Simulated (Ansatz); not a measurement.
InAs in the zincblende structure, relaxed with r2SCAN in Ansatz 0.2.0. The symmetry is F-43m (No. 216, cubic); conventional cell a = 6.109 Å, 28.50 Å³ an atom. In has 4 As at 2.65 Å; As has 4 In at 2.65 Å.

The axes x, y and z are those of this cell:
```
In As
1.0
     0.00000    3.05459    3.05459
     3.05459    0.00000    3.05459
     3.05459    3.05459    0.00000
In As
1 1
Cartesian
  0.0000 0.0000 0.0000
  1.5273 1.5273 1.5273
```

Unstrained: With HSE06 the gap is 0.358 eV and direct, at Γ. Meshes: HSE06 6×6×6. Strains are changes of length per length, and xy shears are angles. After each strain the atoms were relaxed again with r2SCAN within the symmetry that the strain leaves, so tilts or polar shifts that break it weren't tested; points keep the names that they have in the unstrained zone. Calculated for a static, non-magnetic cell.

**Question.** Apply epitaxial -4.0 % in the plane normal to [111], free normal strain +2.45 %. How far does the gap move, against the unstrained cell?

**Answer.** HSE06: the gap goes from 0.358 to 0.401 eV (+0.043 eV); with HSE06 the top three valence levels at Γ, degenerate before, become 2+1 from the top over 565 meV.

**Question.** For epitaxial -4.0 % in the xy plane, how far does the free direction move, and what happens to the gap?

**Answer.** The normal strain at zero normal stress is +4.17 %, 1.04 of the in-plane strain with the sign turned. HSE06: the gap goes from 0.358 to 0.396 eV (+0.038 eV); with HSE06 the top three valence levels at Γ, degenerate before, become 2+1 from the top over 484 meV.

**Question.** Estimate what xy shear, engineering strain (angle) +5.0 % does to the gap.

**Answer.** HSE06: the gap goes from 0.358 to 0.169 eV (-0.189 eV); with HSE06 the top three valence levels at Γ, degenerate before, become 1+1+1 from the top over 337 meV.

**Question.** Estimate what isotropic -1.5 % on every length does to the gap.

**Answer.** HSE06: the gap goes from 0.358 to 0.627 eV (+0.269 eV).

Spin-orbit coupling is left out, which matters wherever the heavy atoms make up the band edges.

The meshes of the hybrids are coarse, so their gaps aren't converged to the digits shown.

The splittings at Γ are without spin-orbit coupling, which regroups them where it is of like size or larger.
